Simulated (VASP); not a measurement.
# Zn in VASP: notebook, part 2 of 2

VASP 6.6.1.

### 3 Work function, LDA

File INCAR:

```
  PREC = Accurate
  ENCUT = 520
  EDIFF = 1E-6
  ISMEAR = -1
  SIGMA = 0.05
  LREAL = False
  LASPH = True
  NELM = 60
  ALGO = Fast
  ISIF = 2
  LWAVE = False
  LCHARG = True
  LDIPOL = True
  IDIPOL = 3
  DIPOL = 0.5 0.5 0.500
  LELF = True
  LVHAR = True
  LVACPOTAV = True
```

File KPOINTS:

```
Automatic mesh
0
Gamma
  9 9 1
```

File POSCAR:

```
Zn
1.0
    2.6169740200      0.0000000000      0.0000000000
   -1.3084870100      2.2681701736      0.0000000000
    0.0000000000      0.0000000000     27.1587934876
Zn
6
Direct
    0.3393536486      0.6787072973      0.2761536518
    0.0115275509      0.0230551018      0.3651252919
    0.3508811995      0.7017623991      0.4550417640
    0.6902348482      0.3804696963      0.5449582360
    0.3624087504      0.7248175009      0.6339298761
    0.7017623991      0.4035247981      0.7238463482
```

Potentials or basis: VASP PAW LDA potentials, release 64 (Zn).

Started as:

```bash
> cat potpaw_LDA.64/Zn/POTCAR > POTCAR
> mpirun -np 1 vasp_std > vasp.out
```

OUTCAR:

```text
PREC = Accurate
   ENCUT = 520
   EDIFF = 1E-6
   ISMEAR = -1
   LREAL = False
   LASPH = True
   NELM = 60
   ISIF = 2

 ion  position               nearest neighbor table
   1  0.339  0.679  0.276-   2 2.84   2 2.86   2 2.86
   2  0.012  0.023  0.365-   1 2.84   1 2.86   1 2.86   3 2.86   3 2.86   3 2.89
   3  0.351  0.702  0.455-   4 2.86   4 2.86   2 2.86   2 2.86   4 2.89   2 2.89
   4  0.690  0.380  0.545-   5 2.84   5 2.86   5 2.86   3 2.86   3 2.86   3 2.89
   5  0.362  0.725  0.634-   4 2.84   4 2.86   4 2.86   6 2.86   6 2.86   6 2.89
   6  0.702  0.404  0.724-   5 2.86   5 2.86   5 2.89

  LATTYP: Found a base centered orthorhombic cell.
 ALAT       =     2.6169740200
 B/A-ratio  =     1.7334296453
 C/A-ratio  =    10.3779377556

  Lattice vectors:

 A1 = (   1.3084870100,  -2.2681701736,   0.0000000000)
 A2 = (   1.3084870100,   2.2681701736,   0.0000000000)
 A3 = (   0.0000000000,   0.0000000000,  27.1587934876)

Analysis of symmetry for initial positions (statically):
=====================================================================
 Subroutine PRICEL returns:
 Original cell was already a primitive cell.

 Routine SETGRP: Setting up the symmetry group for a
 base centered orthorhombic supercell.

 Subroutine GETGRP returns: Found  2 space group operations
 (whereof  2 operations were pure point group operations)
 out of a pool of  8 trial point group operations.

The static configuration has the point symmetry C_1h.

Analysis of symmetry for dynamics (positions and initial velocities):
=====================================================================
 Subroutine PRICEL returns:
 Original cell was already a primitive cell.

 Routine SETGRP: Setting up the symmetry group for a
 base centered orthorhombic supercell.

 Subroutine GETGRP returns: Found  2 space group operations
 (whereof  2 operations were pure point group operations)
 out of a pool of  8 trial point group operations.

The dynamic configuration has the point symmetry C_1h.

 Subroutine INISYM returns: Found  2 space group operations
[... 133 lines left out ...]
   LEPSILON=     F    determine dielectric tensor
   LRPA    =     F    only Hartree local field effects (RPA)
 non-spin polarized calculation
 RMM-DIIS sequential band-by-band and
  energy-cutoff  :      520.00
  volume of cell :      161.21
 maximum number of plane-waves:      4405
   NGX =  9   NGY =  9   NGZ =101

 dipolmoment           0.000000      0.000000      0.000084 electrons x Angstroem

 number of electron      71.9999977 magnetization

 dipolmoment           0.000000      0.000000     -0.000231 electrons x Angstroem

 Free energy of the ion-electron system (eV)
  ---------------------------------------------------
  ext. energy  EPLUGINS =         0.00000000
  ---------------------------------------------------
  free energy    TOTEN  =       -10.70178526 eV

  energy without entropy =      -10.68144911  energy(sigma->0) =      -10.69161719

 E-fermi :  -0.1443     XC(G=0):  -7.1786

 val. band max:       -0.1492321502   @ k =   0.3333   0.3333   0.0000
 cond. band min:      -0.1424843720   @ k =   0.1111   0.2222   0.0000
 fundamental gap:      0.0067477781
 Fermi energy:        -0.1443330738

 k-point     1 :       0.0000    0.0000    0.0000
  band No.  band energies     occupation
      1     -11.0234      2.00000
      2     -10.5870      2.00000
      3      -9.9159      2.00000
      4      -9.4002      2.00000
      5      -9.2159      2.00000
      6      -9.1980      2.00000
[... 1093 lines left out ...]
     42       3.3678      0.00000
     43       3.9588      0.00000

 [... further k-points ...]

------------------------ aborting loop because EDIFF is reached ----------------------------------------

  FORCE on cell =-STRESS in cart. coord.  units (eV):
  Direction    XX          YY          ZZ          XY          YZ          ZX
  --------------------------------------------------------------------------------------
  -------------------------------------------------------------------------------------
  Total       -5.0096932     -4.9457459      0.1373437      0.0000000     -0.1222498      0.0000000
  in kB      -49.7893196    -49.1537730      1.3650040      0.0000000     -1.2149917      0.0000000
  external PRESSURE =     -32.5260295 kB  Pullay stress =       0.0000000 kB

 VOLUME and BASIS-vectors are now :
 -----------------------------------------------------------------------------
  energy-cutoff  :      520.00
  volume of cell :      161.21
      direct lattice vectors                 reciprocal lattice vectors
     2.616974020  0.000000000  0.000000000     0.382120721  0.220442013  0.000000000
    -1.308487010  2.268170174  0.000000000     0.000000000  0.440884027  0.000000000
     0.000000000  0.000000000 27.158793488     0.000000000  0.000000000  0.036820487

 POSITION                                       TOTAL-FORCE (eV/Angst)
 -----------------------------------------------------------------------------------
     -0.00000      1.53942      7.50000         0.000000      0.010768     -0.004464
      0.00000      0.05229      9.91636         0.000000     -0.002673     -0.015112
     -0.00000      1.59172     12.35839         0.000000      0.000339     -0.030190
      1.30849      0.86297     14.80041         0.000000      0.003503      0.027657
     -0.00000      1.64401     17.21677         0.000000     -0.002627      0.059748
      1.30849      0.91526     19.65879        -0.000000     -0.009310     -0.037640
 -----------------------------------------------------------------------------------
    total drift:                                0.000000      0.001963      0.003573

  FREE ENERGIE OF THE ION-ELECTRON SYSTEM (eV)
  ---------------------------------------------------
  free  energy   TOTEN  =       -10.7017852573 eV

  energy  without entropy=      -10.6814491147  energy(sigma->0) =      -10.69161719

 vacuum level on the upper side and lower side of the slab         4.188         4.195
```

OSZICAR:

```text
N       E                     dE             d eps       ncg     rms          rms(c)
DAV:   1     0.501118222911E+03    0.50112E+03   -0.35934E+04  2150   0.223E+03
DAV:   2     0.358320383494E+02   -0.46529E+03   -0.45614E+03  2150   0.466E+02
DAV:   3    -0.105655529302E+02   -0.46398E+02   -0.46027E+02  2338   0.160E+02
DAV:   4    -0.115192475215E+02   -0.95369E+00   -0.95118E+00  2341   0.242E+01
[... 14 lines left out ...]
RMM:  19    -0.107017795769E+02   -0.19341E-05   -0.24200E-07   745   0.127E-03    0.470E-04
RMM:  20    -0.107017815815E+02   -0.20046E-05   -0.12696E-07   980   0.136E-03    0.274E-04
RMM:  21    -0.107017829068E+02   -0.13253E-05   -0.20777E-08   469   0.890E-04    0.205E-04
RMM:  22    -0.107017845708E+02   -0.16639E-05   -0.51336E-08   589   0.109E-03    0.111E-04
RMM:  23    -0.107017852573E+02   -0.68649E-06   -0.11752E-08   434   0.871E-04
   1 F= -.10701785E+02 E0= -.10691617E+02  d E =-.203361E-01
```

Wall time 2.8 min (1 thread of Intel Xeon Platinum 8488C (Sapphire Rapids), shared host); peak memory 0.27 GiB.

Results:

```yaml
Free_energy: -10.7018 eV
Largest_force: 0.060 eV/Å
Band_gap_on_the_k_mesh: none (metal or under the smearing width)
Work_function_of_the_upper_face: 4.33 eV
Work_function_of_the_lower_face: 4.34 eV
```

Forces in eV/Å, atoms in the order of the input:
```
Zn   0.000  0.011 -0.004
Zn   0.000 -0.003 -0.015
Zn   0.000  0.000 -0.030
Zn   0.000  0.004  0.028
Zn   0.000 -0.003  0.060
Zn   0.000 -0.009 -0.038
```

### 4 Work function, PBE

INCAR, as its differences from that of step 3:

```diff
@@ -15,2 +15,3 @@
   DIPOL = 0.5 0.5 0.500
+  GGA = PE
   LELF = True
```

KPOINTS is that of step 3.

POSCAR is that of step 3.

Potentials or basis: VASP PAW PBE potentials, release 64 (Zn).

Started as:

```bash
> cat potpaw_PBE.64/Zn/POTCAR > POTCAR
> mpirun -np 1 vasp_std > vasp.out
```

OUTCAR:

```text
PREC = Accurate
   ENCUT = 520
   EDIFF = 1E-6
   ISMEAR = -1
   LREAL = False
   LASPH = True
   NELM = 60
   ISIF = 2
   GGA = PE

 ion  position               nearest neighbor table
   1  0.339  0.679  0.276-   2 2.84   2 2.86   2 2.86
   2  0.012  0.023  0.365-   1 2.84   1 2.86   1 2.86   3 2.86   3 2.86   3 2.89
   3  0.351  0.702  0.455-   4 2.86   4 2.86   2 2.86   2 2.86   4 2.89   2 2.89
   4  0.690  0.380  0.545-   5 2.84   5 2.86   5 2.86   3 2.86   3 2.86   3 2.89
   5  0.362  0.725  0.634-   4 2.84   4 2.86   4 2.86   6 2.86   6 2.86   6 2.89
   6  0.702  0.404  0.724-   5 2.86   5 2.86   5 2.89

  LATTYP: Found a base centered orthorhombic cell.
 ALAT       =     2.6169740200
 B/A-ratio  =     1.7334296453
 C/A-ratio  =    10.3779377556

  Lattice vectors:

 A1 = (   1.3084870100,  -2.2681701736,   0.0000000000)
 A2 = (   1.3084870100,   2.2681701736,   0.0000000000)
 A3 = (   0.0000000000,   0.0000000000,  27.1587934876)

Analysis of symmetry for initial positions (statically):
=====================================================================
 Subroutine PRICEL returns:
 Original cell was already a primitive cell.

 Routine SETGRP: Setting up the symmetry group for a
 base centered orthorhombic supercell.

 Subroutine GETGRP returns: Found  2 space group operations
 (whereof  2 operations were pure point group operations)
 out of a pool of  8 trial point group operations.

The static configuration has the point symmetry C_1h.

Analysis of symmetry for dynamics (positions and initial velocities):
=====================================================================
 Subroutine PRICEL returns:
 Original cell was already a primitive cell.

 Routine SETGRP: Setting up the symmetry group for a
 base centered orthorhombic supercell.

 Subroutine GETGRP returns: Found  2 space group operations
 (whereof  2 operations were pure point group operations)
 out of a pool of  8 trial point group operations.

The dynamic configuration has the point symmetry C_1h.

 Subroutine INISYM returns: Found  2 space group operations
 (whereof  2 operations are pure point group operations),
 and found     1 'primitive' translations

----------------------------------------------------------------------------------------

                                     Primitive cell

  volume of cell :     161.2076

  direct lattice vectors                    reciprocal lattice vectors
     2.616974020  0.000000000  0.000000000     0.382120721  0.220442013  0.000000000
    -1.308487010  2.268170174  0.000000000     0.000000000  0.440884027  0.000000000
     0.000000000  0.000000000 27.158793488     0.000000000  0.000000000  0.036820487

  length of vectors
     2.616974020  2.618536651 27.158793488     0.441147285  0.440884027  0.036820487

  position of ions in fractional coordinates (direct lattice)
     0.339353649  0.678707297  0.276153652
     0.011527551  0.023055102  0.365125292
     0.350881200  0.701762399  0.455041764
     0.690234848  0.380469696  0.544958236
     0.362408750  0.724817501  0.633929876
     0.701762399  0.403524798  0.723846348

  ion indices of the primitive-cell ions
   primitive index   ion index
[... 40 lines left out ...]
  0.000000  0.111111  0.000000      2.000000
[... 16 lines left out ...]
  0.333333  0.333333  0.000000      2.000000
  0.000000  0.444444  0.000000      2.000000
   k-points           NKPTS =     25   k-points in BZ     NKDIM =     25   number of bands    NBANDS=     43
   number of dos      NEDOS =    301   number of ions     NIONS =      6
   total plane-waves  NPLWV =  84000
   dimension x,y,z NGX =    20 NGY =   20 NGZ =  210
   dimension x,y,z NGXF=    40 NGYF=   40 NGZF=  420
   ions per type =               6
   NGX,Y,Z   is equivalent  to a cutoff of  12.71, 12.70, 12.85 a.u.
   NGXF,Y,Z  is equivalent  to a cutoff of  25.41, 25.40, 25.71 a.u.
 SYSTEM =  unknown system
   PREC   = accura    normal or accurate (medium, high low for compatibility)
   ISTART =      0    job   : 0-new  1-cont  2-samecut
   ICHARG =      2    charge: 1-file 2-atom 10-const
   ISPIN  =      1    spin polarized calculation?
   LNONCOLLINEAR =      F non collinear calculations
   LSORBIT =      F    spin-orbit coupling
   LASPH  =      T    aspherical Exc in radial PAW
   ENCUT  =  520.0 eV  38.22 Ry    6.18 a.u.   4.87  4.87 50.50*2*pi/ulx,y,z
   NELM   =     60;   NELMIN=  2; NELMDL= -5     # of ELM steps
   EDIFF  = 0.1E-05   stopping-criterion for ELM
   LREAL  =      F    real-space projection
   EDIFFG = 0.1E-04   stopping-criterion for IOM
   NSW    =      0    number of steps for IOM
   IBRION =     -1    ionic relax: 0-MD 1-quasi-New 2-CG
   NFREE  =      0    steps in history (QN), initial steepest desc. (CG)
   ISIF   =      2    stress and relaxation
   ISYM   =      2    0-nonsym 1-usesym 2-fastsym
   POTIM  = 0.5000    time-step for ionic-motion
   TEBEG  =    0.0;   TEEND  =   0.0 temperature during run
   PSTRESS=    0.0 pullay stress
   NELECT =      72.0000    total number of electrons
   NUPDOWN=      -1.0000    fix difference up-down
   EMIN   =  10.00;   EMAX   =-10.00  energy-range for DOS
   EFERMI =   0.00;   METHOD = LEGACY
   ISMEAR =    -1;   SIGMA  =   0.05  broadening in eV -4-tet -1-fermi 0-gaus
   EFERMI_NEDOS =   21; number of points for ismear=-14 and -15
   IALGO  =     68    algorithm
   IMIX   =      4    mixing-type and parameters
     AMIX     =   0.40;   BMIX     =  1.00
     AMIX_MAG =   1.60;   BMIX_MAG =  1.00
  volume/ion in A,a.u.               =      26.87       181.31
  Fermi-wavevector in a.u.,A,eV,Ry     =   1.251384  2.364772 21.306195  1.565961
  Thomas-Fermi vector in A             =   2.385334
   LORBIT       =      0    0 simple, 1 ext, 2 COOP (PROOUT), +10 PAW based schemes
   GGA     = PE    functional components
   LHFCALC =     F    Hartree Fock is set to
   AEXX    =    0.0000 exact exchange contribution
   IVDW    =     0    specifies the selected vdW correction
   LEPSILON=     F    determine dielectric tensor
   LRPA    =     F    only Hartree local field effects (RPA)
 non-spin polarized calculation
 RMM-DIIS sequential band-by-band and
  energy-cutoff  :      520.00
  volume of cell :      161.21
 maximum number of plane-waves:      4405
   NGX =  9   NGY =  9   NGZ =101

 dipolmoment           0.000000      0.000000      0.000065 electrons x Angstroem

 number of electron      71.9999977 magnetization

 dipolmoment           0.000000      0.000000     -0.000264 electrons x Angstroem

 Free energy of the ion-electron system (eV)
  ---------------------------------------------------
  ext. energy  EPLUGINS =         0.00000000
  ---------------------------------------------------
  free energy    TOTEN  =        -6.32476248 eV

  energy without entropy =       -6.30490820  energy(sigma->0) =       -6.31483534

 E-fermi :   0.1113     XC(G=0):  -6.9788

 val. band max:        0.1111991498   @ k =  -0.3333   0.1111   0.0000
 cond. band min:       0.1223284811   @ k =   0.3333   0.3333   0.0000
 fundamental gap:      0.0111293313
 Fermi energy:         0.1112613218

 k-point     1 :       0.0000    0.0000    0.0000
  band No.  band energies     occupation
      1     -10.7666      2.00000
      2     -10.3226      2.00000
      3      -9.6391      2.00000
      4      -9.0984      2.00000
      5      -8.8918      2.00000
      6      -8.8760      2.00000
[... 1093 lines left out ...]
     42       3.6390      0.00000
     43       4.2696      0.00000

 [... further k-points ...]

------------------------ aborting loop because EDIFF is reached ----------------------------------------

  FORCE on cell =-STRESS in cart. coord.  units (eV):
  Direction    XX          YY          ZZ          XY          YZ          ZX
  --------------------------------------------------------------------------------------
  -------------------------------------------------------------------------------------
  Total        0.4828768      0.4992623      3.6044089      0.0000000     -0.1519110      0.0000000
  in kB        4.7991177      4.9619664     35.8227656      0.0000000     -1.5097820      0.0000000
  external PRESSURE =      15.1946166 kB  Pullay stress =       0.0000000 kB

 VOLUME and BASIS-vectors are now :
 -----------------------------------------------------------------------------
  energy-cutoff  :      520.00
  volume of cell :      161.21
      direct lattice vectors                 reciprocal lattice vectors
     2.616974020  0.000000000  0.000000000     0.382120721  0.220442013  0.000000000
    -1.308487010  2.268170174  0.000000000     0.000000000  0.440884027  0.000000000
     0.000000000  0.000000000 27.158793488     0.000000000  0.000000000  0.036820487

 POSITION                                       TOTAL-FORCE (eV/Angst)
 -----------------------------------------------------------------------------------
     -0.00000      1.53942      7.50000         0.000000      0.012505     -0.294228
      0.00000      0.05229      9.91636        -0.000000     -0.001206     -0.006671
     -0.00000      1.59172     12.35839        -0.000000      0.000623     -0.030225
      1.30849      0.86297     14.80041         0.000000      0.002028      0.015994
     -0.00000      1.64401     17.21677        -0.000000     -0.002587      0.072449
      1.30849      0.91526     19.65879        -0.000000     -0.011363      0.242680
 -----------------------------------------------------------------------------------
    total drift:                                0.000000      0.001792      0.003106

  FREE ENERGIE OF THE ION-ELECTRON SYSTEM (eV)
  ---------------------------------------------------
  free  energy   TOTEN  =        -6.3247624792 eV

  energy  without entropy=       -6.3049082039  energy(sigma->0) =       -6.31483534

 vacuum level on the upper side and lower side of the slab         4.149         4.157
```

Run time: 3.1 min. Hardware: 1 thread of Intel Xeon Platinum 8488C (Sapphire Rapids), shared host; peak memory 0.34 GiB.

What came out:

- Free energy: -6.3248 eV
- Largest force: 0.294 eV/Å
- Band gap on the k mesh: none (metal or under the smearing width)
- Work function of the upper face: 4.04 eV
- Work function of the lower face: 4.05 eV

Forces in eV/Å, atoms in the order of the input:
```
Zn   0.000  0.013 -0.294
Zn   0.000 -0.001 -0.007
Zn   0.000  0.001 -0.030
Zn   0.000  0.002  0.016
Zn   0.000 -0.003  0.072
Zn   0.000 -0.011  0.243
```
